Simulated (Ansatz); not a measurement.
**Phases of Al at 2.6 GPa**

Structure types of Al are relaxed in primitive cells with their symmetry kept at 2.6 GPa, first on PAW files, then by LAPW. The enthalpy is E + pV at zero temperature, without zero-point motion. Only the types listed were tried, and differences under about 5 meV/atom are mesh noise.

All numbers are PBE results (scalar-relativistic) from Ansatz 0.2.0, with Fermi–Dirac smearing of 0.05 eV, no spin polarisation. Methods: LAPW: all electrons, basis error target 0.5 meV/atom; PAW: frozen-core files, cutoff 420 eV.

k meshes: fcc 17×17×17, bcc 17×17×17, hcp 16×16×9, omega 8×8×11, beta tin 16×16×16, diamond 12×12×12.

Question: Which type is lowest in enthalpy, and by how much?

Answer: fcc, 35 meV/atom below hcp. The whole table:

| start type | ends as | a, b, c (Å) | V (Å³/atom) | H − H(lowest), LAPW (meV/atom) | same, PAW |
| --- | --- | --- | --- | --- | --- |
| fcc | fcc, Fm-3m | 3.998, 3.998, 3.998 | 15.98 | 0.0 | 0.0 |
| bcc | bcc, Im-3m | 3.195, 3.195, 3.195 | 16.31 | 106.6 | 106.4 |
| hcp | hcp, P6_3/mmc | 2.828, 2.828, 4.651 | 16.11 | 34.6 | 34.4 |
| omega | omega, P6/mmm | 4.532, 4.532, 2.799 | 16.60 | 133.4 | 133.3 |
| beta tin | beta tin, I4_1/amd | 5.222, 5.222, 2.709 | 18.47 | 322.9 | 323.7 |
| diamond | diamond, Fd-3m | 5.926, 5.926, 5.926 | 26.01 | 920.5 | 922.3 |
